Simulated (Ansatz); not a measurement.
# Localised basis functions on the unslipped end of a generalised stacking fault on (111) (glide set) of a GaP-AlP solid solution (72 atoms), part 2 of 3

Wanted: errors and times of a linear-scaling basis for the unslipped end of a generalised stacking fault on (111) (glide set) of a GaP-AlP solid solution (72 atoms). A setting counts as converged where the r.m.s. difference of forces stays under 1 % of the r.m.s. force.

Ansatz 0.2.0; Kohn-Sham DFT, PBE, PAW (set soft_2), plane waves.

The cell: 18 Al, 36 P and 18 Ga. The host structure and its lattice constant were typed by rule, without a check against the phase diagram.

So far. Step 3 (Support functions medium): Forces differ from the reference by 0.29 meV/Å r.m.s., 0.093 % of their size, well within a tolerance of 1 %; the energy by -0.85 meV/atom. It took 84 s and 13 cycles; the reference's time can't be set against it, since the two runs asked for unlike analyses. The two runs also began from different starting densities, which bears on cycles and time.

### Step 5. Support functions high

With localised support functions most steps grow linearly with size, though the diagonalisation grows faster unless the density matrix is cut; this run measures error and cost at this size. The level high gives here a grid of 36×72×108 points and a radius of 4.89 Å.

This step: Kohn-Sham DFT, PBE, PAW (set soft_2), localised support functions (high) (Ansatz 0.2.0).

The input, input.yaml:

```yaml
crystal:
  lattice:
    - [6.68331, 0.0, 0.0]
    - [0.0, 11.57583, 0.0]
    - [0.0, 0.0, 19.10326]
  atoms:
    [... the 72 atom lines of step 2 ...]
kpoints:
  mp_grid: { grid: [2, 1, 1] }
hamiltonian:
  xc: pbe
scf:
  occupations: { method: gaussian, width: 0.05 }
  eigensolver: { kind: { support_functions: { accuracy: high } } }
  mixing: { beta: 0.4 }
  max_iter: 150
output:
  forces: true
```

Command:

```console
$ ansatz run input.yaml --threads 4 --pin off --max-ram 8192MiB --backend cpu --events-out ev --progress --plain --runs-dir out
```

What it wrote:

```text
[...]
Crystal: 72 atoms, lattice volume = 1477.921 Å³
Basis set: ecut = 420 eV, 28923 PW (Γ), exchange–correlation on 90×180×270 points (8 copies of the dense FFT grid, shifted against one another)
Bands: 281, of which v1, the nominal top of the filled ones, is band 234 counted from 1 (233 counted from 0)
Symmetry: 1 space group operations
k-points: 2
[...]
Eigensolver: Support functions (high, 36×72×108 points, laid for a spacing of at most 0.192795 Å, radius 4.889914 Å, 0 species' potentials softened for the grid, 3 wholly corrected for its errors in the mean over positions, 3 with the egg-box correction, energy correction by stochastic trace)
[...]
SCF iter   1: F=—  HF=-104988.383655 eV  |F-HF|=—  |Δ(HF+E_count)|=         —  Δρ=3.75e-2  dr2=2.05e1  ethr=1.00e-1
[...]
SCF iter  16: F=—  HF=-105008.178665 eV  |F-HF|=—  |Δ(HF+E_count)|=   2.01e-4  Δρ=1.83e-6  dr2=7.71e-8  ethr=5.06e-12  κ⁻¹=9.4e-7(r=7)
SCF iter  17: F=-105008.178720 eV  HF=-105008.178720 eV  |F-HF|=1.68e-8  |Δ(HF+E_count)|=   5.49e-5  Δρ=1.39e-6  dr2=4.68e-8  ethr=5.06e-12
SCF 1 converged in 17 iterations: F = -105008.180852 eV  dr2 = 4.68e-8
[...]
SCF converged after 17 iterations
[...]
Free energy (F): -105008.180852 eV
[...]
Internal energy: -105008.180852 eV  (E = F + TS)
E sigma→0 (E₀):  -105008.180852 eV
Fermi energy:    6.873364 eV
[...]
Σ components = -105008.180852   (vs F -105008.180852, Δ=0.00e0)
--- Forces (eV/Å), atoms counted from 1 ---
  atom   1  Al     0.03634727     0.16166604    -1.17332030
  atom   2  P     -0.32762894    -0.03427114    -0.16408602
  atom   3  Ga     0.09199289    -0.05238249     0.15573182
  atom   4  P     -0.25121351    -0.26280348    -0.07212832
[...]
atom  72  P      0.08608227     0.06316953     0.85553830
  max |Σ_I F_I| component: 5.16e-4 eV/Å
--- Band table (eV) ---
[...]
```

Wall time 5.1 min (4 threads of Arm Neoverse V1, shared host); peak memory 5 GiB.

Keys that differ from the reference: support_functions.accuracy = "high", scf.max_iter = 150 and scf.mixing.beta = 0.4.

Forces differ from the reference by 0.053 meV/Å r.m.s., 0.017 % of their size, well within a tolerance of 1 %; the energy by -0.86 meV/atom. It took 5.1 min and 17 cycles; the reference's time can't be set against it, since the two runs asked for unlike analyses. The two runs also began from different starting densities, which bears on cycles and time.

### Step 6. Support functions medium, radius 3.96 Å

The radius confines each support function; a larger one gives more freedom and more work per atom.

This step: Kohn-Sham DFT, PBE, PAW (set soft_2), localised support functions (medium) (Ansatz 0.2.0).

input.yaml, the sections that differ from step 5:

```yaml
scf:
  occupations: { method: gaussian, width: 0.05 }
  eigensolver: { kind: { support_functions: { accuracy: medium, radius: 3.96 } } }
  mixing: { beta: 0.4 }
  max_iter: 150
# crystal, kpoints, hamiltonian, output: as in step 5
```

What it wrote:

```text
[...]
Crystal: 72 atoms, lattice volume = 1477.921 Å³
Basis set: ecut = 420 eV, 28923 PW (Γ), exchange–correlation on 90×160×256 points (8 copies of the dense FFT grid, shifted against one another)
Bands: 281, of which v1, the nominal top of the filled ones, is band 234 counted from 1 (233 counted from 0)
Symmetry: 1 space group operations
k-points: 2
[...]
SCF iter   1: F=—  HF=-104982.942693 eV  |F-HF|=—  |Δ(HF+E_count)|=         —  Δρ=3.74e-2  dr2=1.98e1  ethr=1.00e-1
[...]
SCF iter  13: F=—  HF=-105008.138257 eV  |F-HF|=—  |Δ(HF+E_count)|=   1.69e-3  Δρ=8.60e-6  dr2=1.15e-6  ethr=8.57e-10  κ⁻¹=4.9e-7(r=7)
SCF iter  14: F=-105008.139760 eV  HF=-105008.139761 eV  |F-HF|=1.11e-7  |Δ(HF+E_count)|=   1.50e-3  Δρ=6.70e-6  dr2=4.31e-7  ethr=2.46e-10
SCF 1 converged in 14 iterations: F = -105008.180151 eV  dr2 = 4.31e-7
[...]
SCF converged after 14 iterations
[...]
Free energy (F): -105008.180151 eV
[...]
Internal energy: -105008.180151 eV  (E = F + TS)
E sigma→0 (E₀):  -105008.180151 eV
Fermi energy:    6.874376 eV
[...]
Σ components = -105008.180151   (vs F -105008.180151, Δ=0.00e0)
--- Forces (eV/Å), atoms counted from 1 ---
  atom   1  Al     0.03658671     0.16179915    -1.17397461
  atom   2  P     -0.32774013    -0.03480444    -0.16438035
  atom   3  Ga     0.09208264    -0.05192948     0.15624109
  atom   4  P     -0.25152323    -0.26231725    -0.07203565
[...]
atom  72  P      0.08631379     0.06296949     0.85452827
  max |Σ_I F_I| component: 3.07e-3 eV/Å
--- Band table (eV) ---
[...]
```

Wall time 85 s (4 threads); peak memory 2.6 GiB.

Keys that differ from the reference: support_functions.accuracy = "medium", support_functions.radius = 3.96, scf.max_iter = 150 and scf.mixing.beta = 0.4.

Forces differ from the reference by 0.34 meV/Å r.m.s., 0.11 % of their size, well within a tolerance of 1 %; the energy by -0.85 meV/atom. It took 85 s and 14 cycles; the reference's time can't be set against it, since the two runs asked for unlike analyses. The two runs also began from different starting densities, which bears on cycles and time.

### Step 7. Support functions medium, radius 4.29 Å

The radius confines each support function; a larger one gives more freedom and more work per atom.

input.yaml, the sections that differ from step 6:

```yaml
scf:
  occupations: { method: gaussian, width: 0.05 }
  eigensolver: { kind: { support_functions: { accuracy: medium, radius: 4.29 } } }
  mixing: { beta: 0.4 }
  max_iter: 150
# crystal, kpoints, hamiltonian, output: as in step 6
```

What it wrote:

```text
[...]
Crystal: 72 atoms, lattice volume = 1477.921 Å³
Basis set: ecut = 420 eV, 28923 PW (Γ), exchange–correlation on 90×160×256 points (8 copies of the dense FFT grid, shifted against one another)
Bands: 281, of which v1, the nominal top of the filled ones, is band 234 counted from 1 (233 counted from 0)
Symmetry: 1 space group operations
k-points: 2
[...]
SCF iter   1: F=—  HF=-104987.042528 eV  |F-HF|=—  |Δ(HF+E_count)|=         —  Δρ=3.74e-2  dr2=2.01e1  ethr=1.00e-1
[...]
SCF iter  11: F=—  HF=-105008.160378 eV  |F-HF|=—  |Δ(HF+E_count)|=   1.33e-3  Δρ=4.34e-5  dr2=3.13e-5  ethr=1.07e-8  κ⁻¹=2.2e-6(r=7)
SCF iter  12: F=-105008.161466 eV  HF=-105008.161467 eV  |F-HF|=7.18e-7  |Δ(HF+E_count)|=   1.09e-3  Δρ=9.46e-6  dr2=1.31e-6  ethr=6.69e-9
SCF 1 converged in 12 iterations: F = -105008.180131 eV  dr2 = 1.31e-6
[...]
SCF converged after 12 iterations
[...]
Free energy (F): -105008.180131 eV
[...]
Internal energy: -105008.180131 eV  (E = F + TS)
E sigma→0 (E₀):  -105008.180131 eV
Fermi energy:    6.873617 eV
[...]
Σ components = -105008.180131   (vs F -105008.180131, Δ=0.00e0)
--- Forces (eV/Å), atoms counted from 1 ---
  atom   1  Al     0.03637555     0.16154065    -1.17386127
  atom   2  P     -0.32765552    -0.03448322    -0.16403780
  atom   3  Ga     0.09209710    -0.05247184     0.15572552
  atom   4  P     -0.25153485    -0.26266709    -0.07204522
[...]
atom  72  P      0.08620272     0.06310238     0.85544112
  max |Σ_I F_I| component: 1.52e-3 eV/Å
--- Band table (eV) ---
[...]
```

The job ended after 94 s (4 threads; peak memory 2.9 GiB).

Keys that differ from the reference: support_functions.accuracy = "medium", support_functions.radius = 4.29, scf.max_iter = 150 and scf.mixing.beta = 0.4.

Forces differ from the reference by 0.22 meV/Å r.m.s., 0.071 % of their size, well within a tolerance of 1 %; the energy by -0.85 meV/atom. It took 94 s and 12 cycles; the reference's time can't be set against it, since the two runs asked for unlike analyses. The two runs also began from different starting densities, which bears on cycles and time.

### Step 8. Support functions medium, radius 4.58 Å

The radius confines each support function; a larger one gives more freedom and more work per atom.

input.yaml, the sections that differ from step 7:

```yaml
scf:
  occupations: { method: gaussian, width: 0.05 }
  eigensolver: { kind: { support_functions: { accuracy: medium, radius: 4.58 } } }
  mixing: { beta: 0.4 }
  max_iter: 150
# crystal, kpoints, hamiltonian, output: as in step 7
```

What it wrote:

```text
[...]
Crystal: 72 atoms, lattice volume = 1477.921 Å³
Basis set: ecut = 420 eV, 28923 PW (Γ), exchange–correlation on 90×160×256 points (8 copies of the dense FFT grid, shifted against one another)
Bands: 281, of which v1, the nominal top of the filled ones, is band 234 counted from 1 (233 counted from 0)
Symmetry: 1 space group operations
k-points: 2
[...]
SCF iter   1: F=—  HF=-104988.163233 eV  |F-HF|=—  |Δ(HF+E_count)|=         —  Δρ=3.74e-2  dr2=2.03e1  ethr=1.00e-1
[...]
SCF iter  11: F=—  HF=-105008.171964 eV  |F-HF|=—  |Δ(HF+E_count)|=   5.52e-4  Δρ=3.42e-5  dr2=2.05e-5  ethr=7.59e-9  κ⁻¹=1.8e-6(r=7)
SCF iter  12: F=-105008.172412 eV  HF=-105008.172412 eV  |F-HF|=1.76e-7  |Δ(HF+E_count)|=   4.48e-4  Δρ=8.70e-6  dr2=1.25e-6  ethr=4.38e-9
SCF 1 converged in 12 iterations: F = -105008.179971 eV  dr2 = 1.25e-6
[...]
SCF converged after 12 iterations
[...]
Free energy (F): -105008.179971 eV
[...]
Internal energy: -105008.179971 eV  (E = F + TS)
E sigma→0 (E₀):  -105008.179971 eV
Fermi energy:    6.873436 eV
[...]
Σ components = -105008.179971   (vs F -105008.179971, Δ=0.00e0)
--- Forces (eV/Å), atoms counted from 1 ---
  atom   1  Al     0.03645247     0.16151003    -1.17359760
  atom   2  P     -0.32776178    -0.03431086    -0.16400912
  atom   3  Ga     0.09220946    -0.05240804     0.15566145
  atom   4  P     -0.25144014    -0.26274401    -0.07206025
[...]
atom  72  P      0.08595288     0.06325105     0.85558709
  max |Σ_I F_I| component: 1.23e-3 eV/Å
--- Band table (eV) ---
[...]
```

Elapsed: 1.9 min, on 4 threads; peak memory 3.2 GiB; 7.3 min of CPU time.

Keys that differ from the reference: support_functions.accuracy = "medium", support_functions.radius = 4.58, scf.max_iter = 150 and scf.mixing.beta = 0.4.

Forces differ from the reference by 0.18 meV/Å r.m.s., 0.059 % of their size, well within a tolerance of 1 %; the energy by -0.85 meV/atom. It took 1.9 min and 12 cycles; the reference's time can't be set against it, since the two runs asked for unlike analyses. The two runs also began from different starting densities, which bears on cycles and time.

### Step 9. Support functions medium, radius 4.9 Å

The radius confines each support function; a larger one gives more freedom and more work per atom.

input.yaml, the sections that differ from step 8:

```yaml
scf:
  occupations: { method: gaussian, width: 0.05 }
  eigensolver: { kind: { support_functions: { accuracy: medium, radius: 4.9 } } }
  mixing: { beta: 0.4 }
  max_iter: 150
# crystal, kpoints, hamiltonian, output: as in step 8
```

What it wrote:

```text
[...]
Crystal: 72 atoms, lattice volume = 1477.921 Å³
Basis set: ecut = 420 eV, 28923 PW (Γ), exchange–correlation on 90×160×256 points (8 copies of the dense FFT grid, shifted against one another)
Bands: 281, of which v1, the nominal top of the filled ones, is band 234 counted from 1 (233 counted from 0)
Symmetry: 1 space group operations
k-points: 2
[...]
SCF iter   1: F=—  HF=-104988.375658 eV  |F-HF|=—  |Δ(HF+E_count)|=         —  Δρ=3.75e-2  dr2=2.05e1  ethr=1.00e-1
[...]
SCF iter  12: F=—  HF=-105008.177118 eV  |F-HF|=—  |Δ(HF+E_count)|=   1.72e-4  Δρ=9.67e-6  dr2=1.57e-6  ethr=2.38e-9  κ⁻¹=4.4e-7(r=7)
SCF iter  13: F=-105008.177118 eV  HF=-105008.177118 eV  |F-HF|=2.01e-8  |Δ(HF+E_count)|=   1.55e-7  Δρ=3.59e-6  dr2=2.18e-7  ethr=3.36e-10
SCF 1 converged in 13 iterations: F = -105008.179886 eV  dr2 = 2.18e-7
[...]
SCF converged after 13 iterations
[...]
Free energy (F): -105008.179886 eV
[...]
Internal energy: -105008.179886 eV  (E = F + TS)
E sigma→0 (E₀):  -105008.179886 eV
Fermi energy:    6.873423 eV
[...]
Σ components = -105008.179886   (vs F -105008.179886, Δ=0.00e0)
--- Forces (eV/Å), atoms counted from 1 ---
  atom   1  Al     0.03650040     0.16160350    -1.17366318
  atom   2  P     -0.32768845    -0.03430367    -0.16394725
  atom   3  Ga     0.09218418    -0.05236778     0.15566992
  atom   4  P     -0.25138594    -0.26271262    -0.07209814
[...]
atom  72  P      0.08589329     0.06314128     0.85570407
  max |Σ_I F_I| component: 1.34e-3 eV/Å
--- Band table (eV) ---
[...]
```

The job ended after 2.3 min (4 threads; peak memory 3.6 GiB; 9.1 min of CPU time).

Keys that differ from the reference: support_functions.accuracy = "medium", support_functions.radius = 4.9, scf.max_iter = 150 and scf.mixing.beta = 0.4.

Forces differ from the reference by 0.18 meV/Å r.m.s., 0.056 % of their size, well within a tolerance of 1 %; the energy by -0.85 meV/atom. It took 2.3 min and 13 cycles; the reference's time can't be set against it, since the two runs asked for unlike analyses. The two runs also began from different starting densities, which bears on cycles and time.

### Step 10. Support functions medium, radius 5.52 Å

The radius confines each support function; a larger one gives more freedom and more work per atom.

input.yaml, the sections that differ from step 9:

```yaml
scf:
  occupations: { method: gaussian, width: 0.05 }
  eigensolver: { kind: { support_functions: { accuracy: medium, radius: 5.52 } } }
  mixing: { beta: 0.4 }
  max_iter: 150
# crystal, kpoints, hamiltonian, output: as in step 9
```

What it wrote:

```text
[...]
Crystal: 72 atoms, lattice volume = 1477.921 Å³
Basis set: ecut = 420 eV, 28923 PW (Γ), exchange–correlation on 90×160×256 points (8 copies of the dense FFT grid, shifted against one another)
Bands: 281, of which v1, the nominal top of the filled ones, is band 234 counted from 1 (233 counted from 0)
Symmetry: 1 space group operations
k-points: 2
[...]
SCF iter   1: F=—  HF=-104988.285713 eV  |F-HF|=—  |Δ(HF+E_count)|=         —  Δρ=3.76e-2  dr2=2.08e1  ethr=1.00e-1
[...]
SCF iter  12: F=—  HF=-105008.179399 eV  |F-HF|=—  |Δ(HF+E_count)|=   4.50e-5  Δρ=1.21e-5  dr2=2.76e-6  ethr=1.98e-9  κ⁻¹=4.7e-7(r=7)
SCF iter  13: F=-105008.179399 eV  HF=-105008.179399 eV  |F-HF|=2.63e-8  |Δ(HF+E_count)|=   7.52e-7  Δρ=3.53e-6  dr2=2.33e-7  ethr=5.90e-10
SCF 1 converged in 13 iterations: F = -105008.179859 eV  dr2 = 2.33e-7
[...]
SCF converged after 13 iterations
[...]
Free energy (F): -105008.179859 eV
[...]
Internal energy: -105008.179859 eV  (E = F + TS)
E sigma→0 (E₀):  -105008.179859 eV
Fermi energy:    6.873418 eV
[...]
Σ components = -105008.179859   (vs F -105008.179859, Δ=0.00e0)
--- Forces (eV/Å), atoms counted from 1 ---
  atom   1  Al     0.03648934     0.16161760    -1.17356785
  atom   2  P     -0.32768543    -0.03428786    -0.16397106
  atom   3  Ga     0.09220893    -0.05234509     0.15569556
  atom   4  P     -0.25131116    -0.26274902    -0.07204602
[...]
atom  72  P      0.08597338     0.06315241     0.85571971
  max |Σ_I F_I| component: 1.92e-3 eV/Å
--- Band table (eV) ---
[...]
```

The job ended after 3.8 min (4 threads; peak memory 4.6 GiB; 15 min of CPU time).

Keys that differ from the reference: support_functions.accuracy = "medium", support_functions.radius = 5.52, scf.max_iter = 150 and scf.mixing.beta = 0.4.

Forces differ from the reference by 0.16 meV/Å r.m.s., 0.052 % of their size, well within a tolerance of 1 %; the energy by -0.85 meV/atom. It took 3.8 min and 13 cycles; the reference's time can't be set against it, since the two runs asked for unlike analyses. The two runs also began from different starting densities, which bears on cycles and time.

### Step 11. Support functions medium, radius 6.13 Å

The radius confines each support function; a larger one gives more freedom and more work per atom.

input.yaml, the sections that differ from step 10:

```yaml
scf:
  occupations: { method: gaussian, width: 0.05 }
  eigensolver: { kind: { support_functions: { accuracy: medium, radius: 6.13 } } }
  mixing: { beta: 0.4 }
  max_iter: 150
# crystal, kpoints, hamiltonian, output: as in step 10
```

What it wrote:

```text
[...]
Crystal: 72 atoms, lattice volume = 1477.921 Å³
Basis set: ecut = 420 eV, 28923 PW (Γ), exchange–correlation on 90×160×256 points (8 copies of the dense FFT grid, shifted against one another)
Bands: 281, of which v1, the nominal top of the filled ones, is band 234 counted from 1 (233 counted from 0)
Symmetry: 1 space group operations
k-points: 2
[...]
SCF iter   1: F=—  HF=-104988.297329 eV  |F-HF|=—  |Δ(HF+E_count)|=         —  Δρ=3.77e-2  dr2=2.09e1  ethr=1.00e-1
[...]
SCF iter  12: F=—  HF=-105008.179745 eV  |F-HF|=—  |Δ(HF+E_count)|=   2.28e-5  Δρ=1.79e-5  dr2=6.24e-6  ethr=1.61e-9  κ⁻¹=2.2e-6(r=7)
SCF iter  13: F=-105008.179743 eV  HF=-105008.179743 eV  |F-HF|=4.44e-8  |Δ(HF+E_count)|=   2.73e-6  Δρ=4.37e-6  dr2=2.89e-7  ethr=1.33e-9
SCF 1 converged in 13 iterations: F = -105008.179857 eV  dr2 = 2.89e-7
[...]
SCF converged after 13 iterations
[...]
Free energy (F): -105008.179857 eV
[...]
Internal energy: -105008.179857 eV  (E = F + TS)
E sigma→0 (E₀):  -105008.179857 eV
Fermi energy:    6.873419 eV
[...]
Σ components = -105008.179857   (vs F -105008.179857, Δ=0.00e0)
--- Forces (eV/Å), atoms counted from 1 ---
  atom   1  Al     0.03648139     0.16163633    -1.17360509
  atom   2  P     -0.32766209    -0.03425739    -0.16394721
  atom   3  Ga     0.09221408    -0.05235995     0.15568706
  atom   4  P     -0.25128582    -0.26277252    -0.07206927
[...]
atom  72  P      0.08597881     0.06315443     0.85570995
  max |Σ_I F_I| component: 1.92e-3 eV/Å
--- Band table (eV) ---
[...]
```

Run time: 6.2 min. Hardware: 4 threads; peak memory 5.6 GiB; 24 min of CPU time.

Keys that differ from the reference: support_functions.accuracy = "medium", support_functions.radius = 6.13, scf.max_iter = 150 and scf.mixing.beta = 0.4.

Forces differ from the reference by 0.16 meV/Å r.m.s., 0.051 % of their size, well within a tolerance of 1 %; the energy by -0.85 meV/atom. It took 6.2 min and 13 cycles; the reference's time can't be set against it, since the two runs asked for unlike analyses. The two runs also began from different starting densities, which bears on cycles and time.

### Step 12. A run with a doubtful setting

A doubtful change is made on purpose, to see how the program answers.

This step: Kohn-Sham DFT, PBE, PAW (set soft_2), plane waves (Ansatz 0.2.0).

input.yaml, the sections that differ from step 11:

```yaml
kpoints:
  mp_grid: { grid: [0, 1, 1] }
scf:
  occupations: { method: gaussian, width: 0.05 }
  max_iter: 75
# crystal, hamiltonian, output: as in step 11
```

What it wrote:

```text
Error: invalid value for `kpoints.mp_grid.grid`: each dimension must be in 1..=255
```

It took 0.05 s on 4 threads; peak memory 0.075 GiB.

The input was rejected at the start.

The program's message: “Error: invalid value for `kpoints.mp_grid.grid`: each dimension must be in 1..=255”

The fault in the input: a zero in the k-mesh (kpoints.mp_grid.grid = [0, 1, 1]). The fix is to set kpoints.mp_grid.grid back to [2, 1, 1].

(Continued in part 3 of 3.)

[Logs are printed without paths, hosts, clocks, repeated set-up lines and the standing remarks that a program may print on its own settings, such as how far it seeks lower states.]

[Hosts, paths, dates, database ids (printed as entryN), source tags and the programs' standing remarks are cut or masked in the printed files.]
